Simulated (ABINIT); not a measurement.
# TaN (Fm-3m) in ABINIT: single point with HSE06

Aim: the single point of TaN with HSE06.

Everything below comes from runs of ABINIT 10.8.3 (patched build). Logs are shortened: lines on timing, memory, paths and dates and some standing lists are left out, and cuts for length are marked. The log counts tension as positive stress, the text compression.

## Step 1: Starting point

Symmetry: Fm-3m, No. 225, cubic system. Conventional cell: a = 4.423 Å, b = 4.423 Å, c = 4.423 Å, α = 90.00°, β = 90.00°, γ = 90.00°. Ta (site symmetry m-3m) has 6 N at 2.21 Å as nearest neighbours. Around N (site symmetry m-3m) lie 6 Ta at 2.21 Å.

The cell comes from a database or a generator and needn't be the stable form of this composition.

## Step 2: Single point, HSE06

Input file run.abi:

```
# Pseudopotentials
pp_dirpath "./"
pseudos "73_Ta_13_2.2_2.6_pbe_n_v1.0.psp8, 07_N_5_1.2_1.4_pbe_n_v1.0.psp8"

# Structure
acell 3*1.0
rprim
     0.0000000000     4.1787948431     4.1787948431
     4.1787948431     0.0000000000     4.1787948431
     4.1787948431     4.1787948431     0.0000000000
ntypat 2
znucl 73 7
natom 2
typat 1 2
xred
     0.5000000000     0.5000000000     0.5000000000
     0.0000000000     0.0000000000     0.0000000000

# Plane-wave basis
ecut 35.0

# k points
kptopt 1
ngkpt 8 8 8
nshiftk 1
shiftk 0.0 0.0 0.0

# Exchange and correlation
ixc -428
fockdownsampling 2 2 2

# Bands and occupations
nband 13
occopt 3
tsmear 0.05 eV

# SCF cycle
nstep 60
toldfe 1.0e-7

# Output
iomode 3
prtwf 0
prtden 0
prteig 0
prtebands 0
```

Potentials or basis: SPMS NC PBE v1.0.

On the command line:

```bash
> mpirun --bind-to none -np 4 abinit run.abi > log 2>&1
```

run.abo:

```text
.Version 10.8.3 of ABINIT
 Symmetries : space group Fm -3 m (#225); Bravais cF (face-center cubic)
================================================================================
 Values of the parameters that define the memory need of the present run
     intxc =       0    ionmov =       0      iscf =       7    lmnmax =       8
     lnmax =       8     mgfft =      32  mpssoang =       4    mqgrid =    3001
     natom =       2  nloc_mem =       1    nspden =       1   nspinor =       1
    nsppol =       1      nsym =      48    n1xccc =    2501    ntypat =       2
    occopt =       3   xclevel =       2
       mpw =        1459          nfft =       32768          nkpt =          29
================================================================================
================================================================================

--------------------------------------------------------------------------------
------------- Echo of variables that govern the present computation ------------
--------------------------------------------------------------------------------
 -outvars: echo values of preprocessed input variables --------
            acell      1.0000000000E+00  1.0000000000E+00  1.0000000000E+00 Bohr
              amu      1.80947900E+02  1.40067400E+01
             ecut      3.50000000E+01 Hartree
 fockdownsampling           2       2       2
              ixc        -428
                       outvar_i_n : Printing only first  50 k-points.
         kptrlatt        8    0    0      0    8    0      0    0    8
          kptrlen      4.72776667E+01
            natom           2
            nband          13
          nbandhf          13
            ngfft          32      32      32
             nkpt          29
           nkpthf          64
            nstep          60
             nsym          48
           ntypat           2
           occopt           3
        optforces           0
        optstress           0
           prtden           0
        prtebands           0
           prteig           0
            prtwf           0
            rprim      0.0000000000E+00  4.1787948431E+00  4.1787948431E+00
                       4.1787948431E+00  0.0000000000E+00  4.1787948431E+00
                       4.1787948431E+00  4.1787948431E+00  0.0000000000E+00
          spgroup         225
           toldfe      1.00000000E-07 Hartree
           tsmear      1.83746611E-03 Hartree
            typat      1  2
          usefock           1
           xangst      2.2113229985E+00  2.2113229985E+00  2.2113229985E+00
                       0.0000000000E+00  0.0000000000E+00  0.0000000000E+00
            xcart      4.1787948431E+00  4.1787948431E+00  4.1787948431E+00
                       0.0000000000E+00  0.0000000000E+00  0.0000000000E+00
             xred      5.0000000000E-01  5.0000000000E-01  5.0000000000E-01
                       0.0000000000E+00  0.0000000000E+00  0.0000000000E+00
            znucl       73.00000    7.00000

================================================================================

 chkinp: Checking input parameters for consistency.

================================================================================
== DATASET  1 ==================================================================

--- !DatasetInfo
iteration_state: {dtset: 1, }
dimensions: {natom: 2, nkpt: 29, mband: 13, nsppol: 1, nspinor: 1, nspden: 1, mpw: 1459, }
cutoff_energies: {ecut:  35.0, pawecutdg:  -1.0, }
electrons: {nelect:   1.80000000E+01, charge:   0.00000000E+00, occopt:   3.00000000E+00, tsmear:   1.83746611E-03, }
meta: {optdriver: 0, ionmov: 0, optcell: 0, iscf: 7, paral_kgb: 0, }
...

 Real(R)+Recip(G) space primitive vectors, cartesian coordinates (Bohr,Bohr^-1):
 R(1)=  0.0000000  4.1787948  4.1787948  G(1)= -0.1196517  0.1196517  0.1196517
 R(2)=  4.1787948  0.0000000  4.1787948  G(2)=  0.1196517 -0.1196517  0.1196517
 R(3)=  4.1787948  4.1787948  0.0000000  G(3)=  0.1196517  0.1196517 -0.1196517
 Unit cell volume ucvol=  1.4594296E+02 bohr^3
 Angles (23,13,12)=  6.00000000E+01  6.00000000E+01  6.00000000E+01 degrees

 getcut: wavevector=  0.0000  0.0000  0.0000  ngfft=  32  32  32
         ecut(hartree)=     35.000   => boxcut(ratio)=   2.03322

--- Pseudopotential description ------------------------------------------------
- pspini: atom type   1  psp file is ./73_Ta_13_2.2_2.6_pbe_n_v1.0.psp8
    8   11    3    4       600   0.00000      pspcod,pspxc,lmax,lloc,mmax,r2well
    5.99000000000000    5.00000000000000    0.00000000000000   rchrg,fchrg,qchrg
     nproj     2     2     2     2
     extension_switch     1

- pspini: atom type   2  psp file is ./07_N_5_1.2_1.4_pbe_n_v1.0.psp8
    8   11    1    4       600   0.00000      pspcod,pspxc,lmax,lloc,mmax,r2well
    5.99000000000000    4.00000000000000    0.00000000000000   rchrg,fchrg,qchrg
     nproj     2     2
     extension_switch     1

   8.26649608E+02                                ecore*ucvol(ha*bohr**3)
--------------------------------------------------------------------------------

================================================================================

--- !BeginCycle
iteration_state: {dtset: 1, }
solver: {iscf: 7, nstep: 60, nline: 4, wfoptalg: 0, }
tolerances: {toldfe: 1.00E-07, }
...

     iter   Etot(hartree)      deltaE(h)  residm     vres2
 ETOT  1  -73.999855328688    -7.400E+01 1.067E-01 5.288E+02
 ETOT  2  -75.825640289550    -1.826E+00 5.924E-03 3.161E+02
 ETOT  3  -75.918862015498    -9.322E-02 4.498E-03 1.058E+01
 ETOT  4  -75.922991340983    -4.129E-03 1.883E-03 2.302E+00
 ETOT  5  -75.887828552807     3.516E-02 2.515E-03 1.404E+02
 ETOT  6  -75.919708864573    -3.188E-02 1.226E-03 8.451E+00
 ETOT  7  -75.922288273883    -2.579E-03 4.822E-04 3.880E+00
 ETOT  8  -75.922939929850    -6.517E-04 7.117E-05 2.453E+00
 ETOT  9  -75.923465910961    -5.260E-04 7.018E-05 4.344E-01
 ETOT 10  -75.923541475363    -7.556E-05 3.661E-05 3.157E-01
 ETOT 11  -75.923625426458    -8.395E-05 5.792E-05 1.142E-04
 ETOT 12  -75.923623540001     1.886E-06 5.645E-05 4.094E-02
 ETOT 13  -75.923629289820    -5.750E-06 4.331E-05 1.003E-02
 ETOT 14  -75.923631248129    -1.958E-06 3.991E-05 4.471E-06
 ETOT 15  -75.923623366120     7.882E-06 4.366E-05 3.161E-02
 ETOT 16  -75.923631319910    -7.954E-06 4.381E-05 5.243E-04
 ETOT 17  -75.923631274191     4.572E-08 3.785E-05 6.136E-05
 ETOT 18  -75.923631609061    -3.349E-07 3.111E-05 2.400E-04
 ETOT 19  -75.923631788178    -1.791E-07 2.707E-05 1.345E-04
 ETOT 20  -75.923631850167    -6.199E-08 2.240E-05 1.287E-04
 ETOT 21  -75.923631843862     6.304E-09 1.850E-05 1.527E-04

 At SCF step   21, etot is converged :
  for the second time, diff in etot=  6.304E-09 < toldfe=  1.000E-07

--- !ResultsGS
iteration_state: {dtset: 1, }
comment   : Summary of ground state results
lattice_vectors:
- [  0.0000000,   4.1787948,   4.1787948, ]
- [  4.1787948,   0.0000000,   4.1787948, ]
- [  4.1787948,   4.1787948,   0.0000000, ]
lattice_lengths: [   5.90971,    5.90971,    5.90971, ]
lattice_angles: [ 60.000,  60.000,  60.000, ] # degrees, (23, 13, 12)
lattice_volume:   1.4594296E+02
convergence: {deltae:  6.304E-09, res2:  1.527E-04, residm:  1.850E-05, diffor:  0.000E+00, }
etotal    :  -7.59236318E+01
entropy   :   0.00000000E+00
fermie    :   4.63821730E-01
cartesian_stress_tensor: null
pressure_GPa: null
xred      :
- [  5.0000E-01,   5.0000E-01,   5.0000E-01, Ta]
- [  0.0000E+00,   0.0000E+00,   0.0000E+00,  N]
cartesian_forces: null
force_length_stats: {min: null, max: null, mean: null, }
...

 Integrated electronic density in atomic spheres:
 ------------------------------------------------
 Atom  Sphere_radius  Integrated_density
    1        2.00000          9.24407164
    2        2.00000          5.39305839
================================================================================

 ----iterations are completed or convergence reached----

 Mean square residual over all n,k,spin=   78.942E-09; max=  18.500E-06
 reduced coordinates (array xred) for    2 atoms
       0.500000000000      0.500000000000      0.500000000000
       0.000000000000      0.000000000000      0.000000000000

 cartesian coordinates (angstrom) at end:
    1      2.21132299850731     2.21132299850731     2.21132299850731
    2      0.00000000000000     0.00000000000000     0.00000000000000
 length scales=  1.000000000000  1.000000000000  1.000000000000 bohr
              =  0.529177210544  0.529177210544  0.529177210544 angstroms
 Fermi (or HOMO) energy (hartree) =   0.46382   Average Vxc (hartree)=  -0.41253
 Eigenvalues (hartree) for nkpt=  29  k points:
 kpt#   1, nband= 13, wtk=  0.00195, kpt=  0.0000  0.0000  0.0000 (reduced coord)
  -2.25247   -0.94630   -0.94630   -0.94630   -0.31543    0.29205    0.29205    0.29205
   0.37214    0.37214    0.37214    0.48229    0.48229
      occupation numbers for kpt#   1
   2.00000    2.00000    2.00000    2.00000    2.00000    2.00000    2.00000    2.00000
   2.00000    2.00000    2.00000    0.00009    0.00009
 prteigrs : prtvol=0 or 1, do not print more k-points.

--- !EnergyTerms
iteration_state     : {dtset: 1, }
comment             : Components of total free energy in Hartree
kinetic             :  2.43236604236082E+01
hartree             :  8.01882705231331E+00
xc                  : -1.59952698011766E+01
Ewald energy        : -6.16881514960491E+01
psp_core            :  5.66419659285339E+00
local_psp           : -2.73507556851898E+01
non_local_psp+x     : -8.89597638965369E+00
internal            : -7.59234693032943E+01
'-kT*entropy'       : -1.62540568159400E-04
total_energy        : -7.59236318438624E+01
...

--- !EnergyTermsDC
iteration_state     : {dtset: 1, }
comment             : '"Double-counting" decomposition of free energy'
band_energy         : -8.97648065208209E+00
Ewald energy        : -6.16881514960491E+01
psp_core            :  5.66419659285339E+00
xc_dc               : -1.09230926740910E+01
internal            : -7.59235282293689E+01
'-kT*entropy'       : -1.62540568159400E-04
total_energy_dc     : -7.59236907699370E+01
...

== END DATASET(S) ==============================================================
================================================================================

 -outvars: echo values of variables after computation  --------
            acell      1.0000000000E+00  1.0000000000E+00  1.0000000000E+00 Bohr
           etotal     -7.5923631844E+01
            fcart      9.9999999999E+99  9.9999999999E+99  9.9999999999E+99
                       9.9999999999E+99  9.9999999999E+99  9.9999999999E+99
            rprim      0.0000000000E+00  4.1787948431E+00  4.1787948431E+00
                       4.1787948431E+00  0.0000000000E+00  4.1787948431E+00
                       4.1787948431E+00  4.1787948431E+00  0.0000000000E+00
           strten      9.9999999999E+99  9.9999999999E+99  9.9999999999E+99
                       9.9999999999E+99  9.9999999999E+99  9.9999999999E+99
           xangst      2.2113229985E+00  2.2113229985E+00  2.2113229985E+00
                       0.0000000000E+00  0.0000000000E+00  0.0000000000E+00
             xred      5.0000000000E-01  5.0000000000E-01  5.0000000000E-01
                       0.0000000000E+00  0.0000000000E+00  0.0000000000E+00
 Calculation completed.
```

Wall time 20 min (4 MPI ranks of Arm Neoverse V2, shared host); peak memory 0.32 GiB.

What came out:

| Property | Result |
| --- | --- |
| Free energy | -2065.9873 eV |
| Band gap on the k mesh | none (metal or under the smearing width) |
| Valence electrons inside the program's atomic spheres | Ta 9.24; N 5.39 |

Caveat: Libxc's HSE differs a little from that of other programs; the potentials were made for another functional, which shifts forces and pressure.
